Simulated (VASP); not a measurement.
# Rb (Pnma) in VASP: single point with PBE

Aim: the single point of Rb with PBE.

Everything below comes from runs of VASP 6.6.1. Logs are shortened: lines on timing, memory, paths and dates and some standing lists are left out, and cuts for length are marked.

## Step 1: Starting point

It takes space group Pnma (No. 62, orthorhombic). Conventional cell: a = 5.740 Å, b = 4.640 Å, c = 12.380 Å, α = 90.00°, β = 90.00°, γ = 90.00°. Around Rb (site symmetry m) lie 2 Rb at 3.56 Å.

This isn't the form of Rb at room conditions, which is bcc.

## Step 2: Single point, PBE

Contents of INCAR:

```
SYSTEM = Rb
ALGO = Fast ; EDIFF = 1E-6
ENCUT = 520 ; GGA = PE
ISIF = 2 ; ISMEAR = -1
LASPH = .True. ; LCHARG = .False.
LREAL = .False. ; LWAVE = .False.
NBANDS = 26 ; NELM = 100
PREC = Accurate ; SIGMA = 0.05
```

Contents of KPOINTS:

```
k-points
0
Gamma
  6 7 3
  0 0 0
```

Contents of POSCAR:

```
Rb
1.0
    5.7400000000      0.0000000000      0.0000000000
    0.0000000000      4.6400000000      0.0000000000
    0.0000000000      0.0000000000     12.3800000000
Rb
4
Direct
    0.0470000000      0.2500000000      0.8930000000
    0.4530000000      0.7500000000      0.3930000000
    0.5470000000      0.2500000000      0.6070000000
    0.9530000000      0.7500000000      0.1070000000
```

Potentials or basis: VASP PAW PBE potentials, release 64 (Rb_sv).

The run is started by

```
$ cat potpaw_PBE.64/Rb_sv/POTCAR > POTCAR
$ mpirun -np 1 vasp_std > vasp.out
```

OUTCAR:

```text
SYSTEM = Rb
   EDIFF = 1E-6
   ENCUT = 520
   GGA = PE
   ISIF = 2
   ISMEAR = -1
   LASPH = .True.
   LREAL = .False.
   NELM = 100
   PREC = Accurate

 ion  position               nearest neighbor table
   1  0.047  0.250  0.893-   4 3.56   4 3.56   3 4.56   3 4.56
   2  0.453  0.750  0.393-   3 3.56   3 3.56   4 4.56   4 4.56
   3  0.547  0.250  0.607-   2 3.56   2 3.56   1 4.56   1 4.56
   4  0.953  0.750  0.107-   1 3.56   1 3.56   2 4.56   2 4.56

  LATTYP: Found a simple orthorhombic cell.
 ALAT       =     4.6400000000
 B/A-ratio  =     1.2370689655
 C/A-ratio  =     2.6681034483

  Lattice vectors:

 A1 = (   0.0000000000,  -4.6400000000,   0.0000000000)
 A2 = (   5.7400000000,   0.0000000000,   0.0000000000)
 A3 = (   0.0000000000,   0.0000000000,  12.3800000000)

Analysis of symmetry for initial positions (statically):
=====================================================================
 Subroutine PRICEL returns:
 Original cell was already a primitive cell.

 Routine SETGRP: Setting up the symmetry group for a
 simple orthorhombic supercell.

 Subroutine GETGRP returns: Found  8 space group operations
 (whereof  2 operations were pure point group operations)
 out of a pool of  8 trial point group operations.

The static configuration has the point symmetry S_2 .
 The point group associated with its full space group is D_2h.

Analysis of symmetry for dynamics (positions and initial velocities):
=====================================================================
 Subroutine PRICEL returns:
 Original cell was already a primitive cell.

 Routine SETGRP: Setting up the symmetry group for a
 simple orthorhombic supercell.

 Subroutine GETGRP returns: Found  8 space group operations
 (whereof  2 operations were pure point group operations)
 out of a pool of  8 trial point group operations.

The dynamic configuration has the point symmetry S_2 .
 The point group associated with its full space group is D_2h.

 Subroutine INISYM returns: Found  8 space group operations
 (whereof  2 operations are pure point group operations),
 and found     1 'primitive' translations

----------------------------------------------------------------------------------------

                                     Primitive cell

  volume of cell :     329.7240

  direct lattice vectors                    reciprocal lattice vectors
     5.740000000  0.000000000  0.000000000     0.174216028  0.000000000  0.000000000
     0.000000000  4.640000000  0.000000000     0.000000000  0.215517241  0.000000000
[... 92 lines left out ...]
   NSW    =      0    number of steps for IOM
   IBRION =     -1    ionic relax: 0-MD 1-quasi-New 2-CG
   NFREE  =      0    steps in history (QN), initial steepest desc. (CG)
   ISIF   =      2    stress and relaxation
   ISYM   =      2    0-nonsym 1-usesym 2-fastsym
   POTIM  = 0.5000    time-step for ionic-motion
   TEBEG  =    0.0;   TEEND  =   0.0 temperature during run
   PSTRESS=    0.0 pullay stress
   NELECT =      36.0000    total number of electrons
   NUPDOWN=      -1.0000    fix difference up-down
   EMIN   =  10.00;   EMAX   =-10.00  energy-range for DOS
   EFERMI =   0.00;   METHOD = LEGACY
   ISMEAR =    -1;   SIGMA  =   0.05  broadening in eV -4-tet -1-fermi 0-gaus
   EFERMI_NEDOS =   21; number of points for ismear=-14 and -15
   IALGO  =     68    algorithm
   IMIX   =      4    mixing-type and parameters
     AMIX     =   0.40;   BMIX     =  1.00
     AMIX_MAG =   1.60;   BMIX_MAG =  1.00
  volume/ion in A,a.u.               =      82.43       556.27
  Fermi-wavevector in a.u.,A,eV,Ry     =   0.782454  1.478624  8.329953  0.612234
  Thomas-Fermi vector in A             =   1.886181
   LORBIT       =      0    0 simple, 1 ext, 2 COOP (PROOUT), +10 PAW based schemes
   GGA     = PE    functional components
   LHFCALC =     F    Hartree Fock is set to
   AEXX    =    0.0000 exact exchange contribution
   IVDW    =     0    specifies the selected vdW correction
   LEPSILON=     F    determine dielectric tensor
   LRPA    =     F    only Hartree local field effects (RPA)
 non-spin polarized calculation
 RMM-DIIS sequential band-by-band and
  energy-cutoff  :      520.00
  volume of cell :      329.72
 maximum number of plane-waves:      8905
 NGX is ok and might be reduce to    48
   NGX = 21   NGY = 17   NGZ = 47

 number of electron      36.0000000 magnetization

 Free energy of the ion-electron system (eV)
  ---------------------------------------------------
  ext. energy  EPLUGINS =         0.00000000
  ---------------------------------------------------
  free energy    TOTEN  =        -2.36516840 eV

  energy without entropy =       -2.33781646  energy(sigma->0) =       -2.35149243

 E-fermi :   0.3236     XC(G=0):  -5.6784

 val. band max:        0.2916764025   @ k =   0.0000   0.1429   0.3333
 cond. band min:       0.3264570184   @ k =   0.3333   0.4286   0.3333
 fundamental gap:      0.0347806159
 Fermi energy:         0.3235716558

 k-point     1 :       0.0000    0.0000    0.0000
  band No.  band energies     occupation
      1     -29.0779      2.00000
      2     -29.0730      2.00000
      3     -28.9806      2.00000
      4     -28.9756      2.00000
      5     -13.4728      2.00000
      6     -13.4123      2.00000
[... 685 lines left out ...]
     25       2.2924      0.00000
     26       2.2925      0.00000

 [... further k-points ...]

------------------------ aborting loop because EDIFF is reached ----------------------------------------

  FORCE on cell =-STRESS in cart. coord.  units (eV):
  Direction    XX          YY          ZZ          XY          YZ          ZX
  --------------------------------------------------------------------------------------
  -------------------------------------------------------------------------------------
  Total       -1.1802855      3.8618854      4.2542119      0.0000000      0.0000000      0.0000000
  in kB       -5.7351810     18.7654701     20.6718422      0.0000000      0.0000000      0.0000000
  external PRESSURE =      11.2340438 kB  Pullay stress =       0.0000000 kB

 VOLUME and BASIS-vectors are now :
 -----------------------------------------------------------------------------
  energy-cutoff  :      520.00
  volume of cell :      329.72
      direct lattice vectors                 reciprocal lattice vectors
     5.740000000  0.000000000  0.000000000     0.174216028  0.000000000  0.000000000
     0.000000000  4.640000000  0.000000000     0.000000000  0.215517241  0.000000000
     0.000000000  0.000000000 12.380000000     0.000000000  0.000000000  0.080775444

 POSITION                                       TOTAL-FORCE (eV/Angst)
 -----------------------------------------------------------------------------------
      0.26978      1.16000     11.05534         0.202425     -0.000000     -0.739991
      2.60022      3.48000      4.86534        -0.202425     -0.000000     -0.739991
      3.13978      1.16000      7.51466         0.202425      0.000000      0.739991
      5.47022      3.48000      1.32466        -0.202425     -0.000000      0.739991
 -----------------------------------------------------------------------------------
    total drift:                                0.000000      0.000000      0.000000

  FREE ENERGIE OF THE ION-ELECTRON SYSTEM (eV)
  ---------------------------------------------------
  free  energy   TOTEN  =        -2.3651684046 eV

  energy  without entropy=       -2.3378164599  energy(sigma->0) =       -2.35149243
```

Wall time 3.5 min (1 thread of AMD EPYC 9R45 (Zen 5), shared host); peak memory 0.48 GiB.

Results:

```
Free energy            : -2.3652 eV
Pressure               : 1.1 GPa
Largest force          : 0.767 eV/Å
Band gap on the k mesh : none (metal or under the smearing width)
```

Forces in eV/Å, atoms in the order of the input:
```
Rb   0.202  0.000 -0.740
Rb  -0.202  0.000 -0.740
Rb   0.202  0.000  0.740
Rb  -0.202  0.000  0.740
```

Stress tensor (GPa, compression positive):
```
-0.57  0.00  0.00
 0.00  1.88  0.00
 0.00  0.00  2.07
```
